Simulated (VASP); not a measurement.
# P: single point with revPBE

Crystal: P.

```
P
1.0
     1.72538    0.99410    3.17500
    -1.73199    0.94935    3.19289
    -0.04206   -1.96029    3.18931
P
2
Direct
  0.76159 0.76698 0.78915
  0.20485 0.22630 0.23839
```

The cell isn't the ideal one: cell strained at random at fixed volume.

```yaml
Program: VASP 6.6.1
Task: single point
Functional: revPBE
Potentials_or_basis: VASP PAW PBE potentials, release 64 (P)
Cutoff: 520 eV
k_mesh: 6 × 6 × 6
Occupations: gaussian, width 0.05 eV
Spin: collinear spin, typed start
Starting_moments: "[0.5, -0.5] μB"
```

The pressure is 4.3 GPa. The largest force is 0.365 eV/Å, the band gap on the k mesh is none (metal or under the smearing width) and the net moment is 0.00 μB per cell. The valence electrons inside the program's atomic spheres are P 2.44.

Forces in eV/Å, atoms in the order of the input:
```
P   -0.209  0.032 -0.298
P    0.209 -0.032  0.298
```

Stress tensor (GPa, compression positive):
```
 4.01 -1.77  2.89
-1.77  6.48  1.01
 2.89  1.01  2.33
```

Levels at points of the mesh, in eV from the Fermi level:
Spin up:
```
           k point  band 1  band 2  band 3  band 4  band 5  band 6  band 7  band 8  band 9  band 10
(0.00, 0.00, 0.00)  -16.66   -3.85   -3.49   -3.02   -2.73    1.12    2.20    2.91    5.76     6.13
(0.50, 0.00, 0.00)  -13.47  -11.82   -3.91   -3.78   -0.69    0.00    0.16    1.01    8.14     9.61
(0.00, 0.50, 0.00)  -13.05  -12.10   -4.08   -3.64   -0.65   -0.33   -0.06    0.67    8.18     9.64
(0.50, 0.50, 0.00)  -12.84  -10.34   -6.80   -5.69   -5.27   -0.12    5.93    7.55    8.23     8.89
(0.00, 0.00, 0.50)  -13.12  -11.94   -4.20   -3.58   -0.79   -0.52   -0.02    0.64    8.25     9.63
(0.50, 0.00, 0.50)  -12.79  -10.50   -6.69   -5.66   -5.29   -0.01    5.91    7.50    8.33     8.94
(0.00, 0.50, 0.50)  -13.31  -10.00   -6.71   -5.47   -5.23    0.02    6.13    7.90    7.92     8.95
(0.50, 0.50, 0.50)  -14.92  -10.88   -2.99   -2.79   -0.46    0.35    0.54    2.47    8.57     9.03
```
Spin down:
| k point | band 3 | band 4 | band 5 | band 6 | band 7 | band 8 |
| --- | --- | --- | --- | --- | --- | --- |
| (0.00, 0.00, 0.00) | -3.49 | -3.02 | -2.73 | 1.12 | 2.20 | 2.91 |
| (0.50, 0.00, 0.00) | -3.91 | -3.78 | -0.69 | 0.00 | 0.16 | 1.01 |
| (0.00, 0.50, 0.00) | -4.08 | -3.64 | -0.65 | -0.33 | -0.06 | 0.67 |
| (0.50, 0.50, 0.00) | -6.80 | -5.69 | -5.27 | -0.12 | 5.93 | 7.55 |
| (0.00, 0.00, 0.50) | -4.20 | -3.58 | -0.79 | -0.52 | -0.02 | 0.64 |
| (0.50, 0.00, 0.50) | -6.69 | -5.66 | -5.29 | -0.01 | 5.91 | 7.50 |
| (0.00, 0.50, 0.50) | -6.71 | -5.47 | -5.23 | 0.02 | 6.13 | 7.90 |
| (0.50, 0.50, 0.50) | -2.99 | -2.79 | -0.46 | 0.35 | 0.54 | 2.47 |

Run time: 70 s on 1 thread of AMD EPYC 9R45 (Zen 5), on a shared host, peak memory 0.18 GiB.

Caveat: the k mesh is coarse (spacing up to 0.37 Å⁻¹), so the values aren't converged; the PAW data sets were made with another functional, which shifts forces and pressure a little.
